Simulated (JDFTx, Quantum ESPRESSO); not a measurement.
This is a calculation of Fe for JDFTx 1.7.0 (patched build). 

Fe.in

```
lattice \
   -2.7268747978     2.7268747978     2.7268747978 \
    2.7268747978    -2.7268747978     2.7268747978 \
    2.7268747978     2.7268747978    -2.7268747978
coords-type Lattice
ion Fe     0.0000000000     0.0000000000     0.0000000000 1

ion-species pseudo/Fe.upf
elec-cutoff 45
elec-ex-corr gga-PBEsol
kpoint-folding 13 13 13
elec-smearing Fermi 0.0018374661
elec-n-bands 15
spintype z-spin
initial-magnetic-moments Fe 3
elec-initial-magnetization 3 no
electronic-SCF nIterations 100 energyDiffThreshold 1e-09
electronic-minimize nIterations 30 energyDiffThreshold 1e-7
converge-empty-states yes
forces-output-coords Cartesian

dump-name run.$VAR
dump End Ecomponents EigStats BandEigs Kpoints Forces Stress
```

Potentials or basis: PseudoDojo-SR-PBEsol-0.4.1-standard with smoothed tails.

Launch:

```bash
$ jdftx -c 1 -i Fe.in -o Fe.out
```

Question: Translate it to Quantum ESPRESSO 7.5. Potentials or basis there: GBRV 1.5 PBEsol, cutoff 762 eV.

Answer: As run (cutoffs and basis follow the program's own potentials, and thresholds, step limits or extra output files can differ):

Contents of pw.in:

```
&CONTROL
  calculation = 'scf'
  prefix = 'pwscf'
  outdir = './tmp'
  pseudo_dir = './pseudo'
  tprnfor = .true.
  tstress = .true.
  disk_io = 'low'
/
&SYSTEM
  ibrav = 0
  nat = 1
  ntyp = 1
  ecutwfc = 56
  ecutrho = 448
  nbnd = 17
  occupations = 'smearing'
  smearing = 'fd'
  degauss = 0.00367493
  nspin = 2
  starting_magnetization(1) = 0.1875
/
&ELECTRONS
  conv_thr = 2d-10
  electron_maxstep = 120
  mixing_beta = 0.3
/
ATOMIC_SPECIES
Fe    55.8450 fe_pbesol_v1.5.uspp.F.UPF
CELL_PARAMETERS angstrom
  -1.4430000000    1.4430000000    1.4430000000
   1.4430000000   -1.4430000000    1.4430000000
   1.4430000000    1.4430000000   -1.4430000000
ATOMIC_POSITIONS crystal
Fe     0.0000000000    0.0000000000    0.0000000000
K_POINTS automatic
13 13 13 0 0 0
```

The input pp_density.in:

```
&INPUTPP
  prefix = 'pwscf'
  outdir = './tmp'
  filplot = 'density.dat'
  plot_num = 0
/
&PLOT
  nfile = 1
  filepp(1) = 'density.dat'
  iflag = 3
  output_format = 6
  fileout = 'density.cube'
/
```

Contents of pp_potential.in:

```
&INPUTPP
  prefix = 'pwscf'
  outdir = './tmp'
  filplot = 'potential.dat'
  plot_num = 11
/
&PLOT
  nfile = 1
  filepp(1) = 'potential.dat'
  iflag = 3
  output_format = 6
  fileout = 'potential.cube'
/
```

File pp_spin.in:

```
&INPUTPP
  prefix = 'pwscf'
  outdir = './tmp'
  filplot = 'spin.dat'
  plot_num = 6
/
&PLOT
  nfile = 1
  filepp(1) = 'spin.dat'
  iflag = 3
  output_format = 6
  fileout = 'spin.cube'
/
```

Potentials or basis: GBRV 1.5 PBEsol.

The run is started by

```console
$ OMP_NUM_THREADS=1 mpirun -n 2 pw.x -nk 2 -in pw.in > pw.out
$ OMP_NUM_THREADS=1 mpirun -n 1 pp.x -in pp_density.in > pp_density.out
$ OMP_NUM_THREADS=1 mpirun -n 1 pp.x -in pp_potential.in > pp_potential.out
$ OMP_NUM_THREADS=1 mpirun -n 1 pp.x -in pp_spin.in > pp_spin.out
```

Both were run:

|  | JDFTx | Quantum ESPRESSO |
| --- | --- | --- |
| Pressure | -15.6 GPa | -15.6 GPa |
| Net moment | 2.38 μB per cell | 2.38 μB per cell |
| Absolute moment | 2.51 μB per cell | 2.50 μB per cell |

The magnetic state is the one that the start led to; the real crystal's order can differ.

The cell lies far from this level's equilibrium.

Pressure is positive in compression.
